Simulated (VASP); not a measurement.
## CuAu: equation of state with PBE

Crystal: CuAu.

```xyz
2
Lattice="2.8107 0.0000 0.0000 0.0000 2.8107 0.0000 0.0000 0.0000 3.6850" Properties=species:S:1:pos:R:3 pbc="T T T"
Au    0.0000    0.0000    0.0000
Cu    1.4054    1.4054    1.8425
```

- Program: VASP 6.6.1
- Task: equation of state
- Functional: PBE
- Potentials or basis: VASP PAW PBE potentials, release 64 (Au, Cu)
- Cutoff: 520 eV
- k mesh: 9 × 9 × 7
- Occupations: fermi-dirac, width 0.05 eV
- Spin: no spin polarisation

```
Equilibrium volume                        : 15.00 Å³/atom
Bulk modulus at fixed shape and positions : 141 GPa
Pressure derivative of the bulk modulus   : 5.6
```

Energy against volume, from the lowest point:
```csv
volume (Å³/atom),energy (meV/atom)
13.683,61.88
13.974,35.65
14.265,17.23
14.556,5.69
14.847,0.18
15.139,0.00
15.430,4.48
```

All runs of the series together: 2.5 min on 1 thread of Intel(R) Xeon(R) Platinum 8488C (Sapphire Rapids) (shared host).

Caveat: the cell was scaled at fixed shape and fractional positions, which overstates the stiffness of a crystal with free parameters, most of all of layers and chains. The run has no spin-orbit coupling, so splittings on Au are missing.
